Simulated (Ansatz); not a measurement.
A set of 12 reactions (hydrogen abstraction), with CCSD(T)/CBS values in kJ/mol:

```json
{"reaction": "`C[SiH2][SiH2]C` + F• → `C[SiH][SiH2]C`• + H–F", "ΔE": "-199.8"}
{"reaction": "`C[SiH](F)I` + H• → `C[Si](F)I`• + H₂", "ΔE": "-50.2"}
{"reaction": "`F[SiH2]S[SiH2]F` + H• → `F[SiH]S[SiH2]F`• + H₂", "ΔE": "-47.4"}
{"reaction": "`C[SiH](F)I` + `[OH]`• → `C[Si](F)I`• + H₂O", "ΔE": "-119.2"}
{"reaction": "`F[SiH2]S[SiH2]F` + `[OH]`• → `F[SiH]S[SiH2]F`• + H₂O", "ΔE": "-116.4"}
{"reaction": "`C[SiH](F)I` + `[SiH3]`• → `C[Si](F)I`• + SiH₄", "ΔE": "3.5"}
{"reaction": "`F[SiH2]S[SiH2]F` + `[CH3]`• → `F[SiH]S[SiH2]F`• + CH₄", "ΔE": "-59.1"}
{"reaction": "`C[SiH](F)I` + `[CH3]`• → `C[Si](F)I`• + CH₄", "ΔE": "-61.9"}
{"reaction": "`C[SiH2][SiH2]C` + `F[C](F)F`• → `C[SiH][SiH2]C`• + `FC(F)F`", "ΔE": "-82.7"}
{"reaction": "`C[SiH2][SiH2]C` + `[OH]`• → `C[SiH][SiH2]C`• + H₂O", "ΔE": "-133.4"}
{"reaction": "`F[SiH2]S[SiH2]F` + F• → `F[SiH]S[SiH2]F`• + H–F", "ΔE": "-182.8"}
{"reaction": "`F[SiH2]S[SiH2]F` + Cl• → `F[SiH]S[SiH2]F`• + HCl", "ΔE": "-37.4"}
```

Isolated molecules relaxed with PBE0-D4/def2-TZVP in Ansatz; ΔE leaves out vibrations. CCSD(T)/CBS adds triple-zeta CCSD(T) − MP2 to the extrapolated MP2 energy (def2 sets, frozen cores). This one scheme is used for every species, atoms too. Functionals use def2-TZVPP. B3LYP here is the variant with VWN-RPA as its local correlation; programs differ in this. No spin–orbit coupling; open shells (•) take unrestricted orbitals. Spin–orbit coupling would lower the free atoms: a little for Cl, F. def2 core potentials past Kr. For I outer-core shells are correlated without core-valence functions, so the limit isn't a true one: a few kJ/mol of doubt a bond, and 10 to 20 or more in all where bonds break to atoms. One conformer a species, not always the lowest.

Problem. Give the mean, mean absolute and largest difference (level minus CCSD(T)/CBS, kJ/mol) for: PBE-D4, B3LYP-D4, ωB97X-V, ωB97M-V, B2PLYP, r2SCAN, PBE0, HF/def2-TZVPP, MP2/def2-TZVPP, CCSD(T)/def2-TZVPP, HF/def2-QZVPP, MP2/def2-QZVPP, MP2/CBS(def2), CCSD/CBS(def2). (Estimate.)

Solution. The calculation gave: 
| level | mean | mean absolute | largest |
| --- | --- | --- | --- |
| PBE-D4 | -18.7 | 19.3 | -29.4 |
| B3LYP-D4 | -2.6 | 7.9 | -16.9 |
| ωB97X-V | 7.7 | 9.2 | 19.0 |
| ωB97M-V | 5.2 | 6.1 | 14.4 |
| B2PLYP | 0.0 | 4.7 | 7.5 |
| r2SCAN | -5.7 | 7.4 | -19.3 |
| PBE0 | -4.7 | 5.8 | -15.5 |
| HF/def2-TZVPP | 53.0 | 53.0 | 107.7 |
| MP2/def2-TZVPP | -5.9 | 10.2 | -15.5 |
| CCSD(T)/def2-TZVPP | 5.0 | 5.0 | 12.2 |
| HF/def2-QZVPP | 52.2 | 52.2 | 106.0 |
| MP2/def2-QZVPP | -9.0 | 13.0 | -22.7 |
| MP2/CBS(def2) | -10.9 | 14.8 | -27.3 |
| CCSD/CBS(def2) | 4.5 | 4.5 | 7.9 |

The largest T1 diagnostic in the set is 0.015, for `[SiH3]`• (customary mark 0.045).

CCSD(T)/CBS is a level of theory with its own doubt, and the functionals carry their triple-zeta basis error, so these figures describe this set and don't rank the functionals.
